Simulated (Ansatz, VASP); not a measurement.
Two plane-wave programs on W

Contents of INCAR:

```
SYSTEM = W
PREC = Accurate ; ENCUT = 520
EDIFF = 1E-6 ; ISMEAR = -1
SIGMA = 0.1 ; LREAL = .False.
LASPH = .True. ; NELM = 60
ALGO = Normal ; ISIF = 2
LWAVE = .False. ; LCHARG = .True.
GGA = RP ; LELF = .True.
LVHAR = .True. ; NBANDS = 13
```

Contents of KPOINTS:

```
regular mesh
0
Gamma
  23 23 23
  0 0 0
```

POSCAR

```
W
1.0
   -1.6603143315      1.6603143315      1.6603143315
    1.6603143315     -1.6603143315      1.6603143315
    1.6603143315      1.6603143315     -1.6603143315
W
1
Direct
    0.0000000000      0.0000000000      0.0000000000
```

Input for Ansatz:

```yaml
crystal:
  lattice:
    - [-1.6603143315, 1.6603143315, 1.6603143315]
    - [1.6603143315, -1.6603143315, 1.6603143315]
    - [1.6603143315, 1.6603143315, -1.6603143315]
  atoms:
    - { symbol: W, position: [0.0, 0.0, 0.0] }
hamiltonian:
  xc: rpbe
  pseudopotentials:
    kind: paw
    azcp:
      W: "pseudopotentials/W.paw.azcp"
basis:
  ecutwfc: 420
  fft_grid_basis: typed
kpoints:
  mp_grid: { grid: [23, 23, 23], shift: [0, 0, 0] }
magnetization:
  spin_polarized: false
scf:
  occupations: { method: fermi_dirac, width: 0.1 }
output:
  stress: true
```

Alike in both runs: task single point; functional RPBE; k mesh 23 × 23 × 23; occupations fermi-dirac, width 0.1 eV; no spin polarisation.

```csv
,VASP,Ansatz
version,VASP 6.6.1,Ansatz 0.2.0
potentials or method,"VASP PAW PBE potentials, release 64 (W_sv)","plane waves (420 eV) with PAW, scalar-relativistic"
plane-wave cutoff (eV),520,420
valence electrons in the cell,14,14
```

Ansatz gave:

* pressure (GPa): -26.2

Task: Which values does VASP return?

Result: Pressure (GPa): -26.0.

With one functional, cell and mesh, what is left measures potentials, basis and numerics.

Caveats: so large a pressure means that the cell lies far from this level's equilibrium, or that cutoff or potentials fall short (VASP); the potentials were made for another functional, which shifts forces and pressure (VASP). Spin-orbit coupling is left out, which matters for the levels of W.
